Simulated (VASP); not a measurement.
Here is a VASP 6.6.1 calculation.

INCAR

```
ALGO = Normal
EDIFF = 1E-7
EDIFFG = -0.005
ENCUT = 600
IBRION = 2
ISIF = 3
ISMEAR = 0
KPAR = 4
LASPH = True
LCHARG = False
LMIXTAU = True
LREAL = False
LWAVE = False
METAGGA = R2SCAN
NELM = 80
NSW = 90
PREC = Accurate
SIGMA = 0.03
```

KPOINTS

```
k-points
0
Gamma
  12 12 2
```

File POSCAR:

```
SiC                                     
1.0
    3.0770452503     -0.0000000000      0.0000000000
   -1.5385226252      2.6647993554     -0.0000000000
    0.0000000000     -0.0000000000     15.1013617686
  Si              C             
     6     6
Direct
     0.0000000000000000    0.0000000000000000    0.1250451092838887
     0.0000000000000000    1.0000000000000000    0.6250451092838887
     0.3333333332999970    0.6666666667000030    0.2918229628344127
     0.6666666667000030    0.3333333332999970    0.7918229628344127
     0.3333333332999970    0.6666666667000030    0.9583021604484787
     0.6666666667000030    0.3333333332999970    0.4583021604484786
     0.0000000000000000    0.0000000000000000    0.9996665788702788
     1.0000000000000000    1.0000000000000000    0.4996665788702788
     0.3333333332999970    0.6666666667000030    0.1668496640927409
     0.6666666667000030    0.3333333332999970    0.6668496640927409
     0.3333333332999970    0.6666666667000030    0.8333135244702002
     0.6666666667000030    0.3333333332999970    0.3333135244702004
```

Potentials or basis: VASP PAW PBE potentials, release 64 (Si, C).

Launch:

```console
$ cat potpaw_PBE.64/Si/POTCAR potpaw_PBE.64/C/POTCAR > POTCAR
$ mpirun -np 4 vasp_std > vasp.out
```

**Question.** What does it give for the space group after relaxing (to 0.05 Å)?

**Answer.** P6_3mc (No. 186).

**Question.** What does it give for the relaxed volume?

**Answer.** 10.32 Å³/atom.

Final structure:
```
Si C
1.0
     3.07688    0.00000    0.00000
    -1.53844    2.66465    0.00000
     0.00000    0.00000   15.09904
Si C
6 6
Direct
  0.00000 0.00000 0.12504
  0.00000 0.00000 0.62504
  0.33333 0.66667 0.29182
  0.66667 0.33333 0.79182
  0.33333 0.66667 0.95830
  0.66667 0.33333 0.45830
  0.00000 0.00000 0.99968
  0.00000 0.00000 0.49968
  0.33333 0.66667 0.16685
  0.66667 0.33333 0.66685
  0.33333 0.66667 0.83331
  0.66667 0.33333 0.33331
```

Caveat: the PAW data sets were made with another functional, which shifts forces and pressure a little.
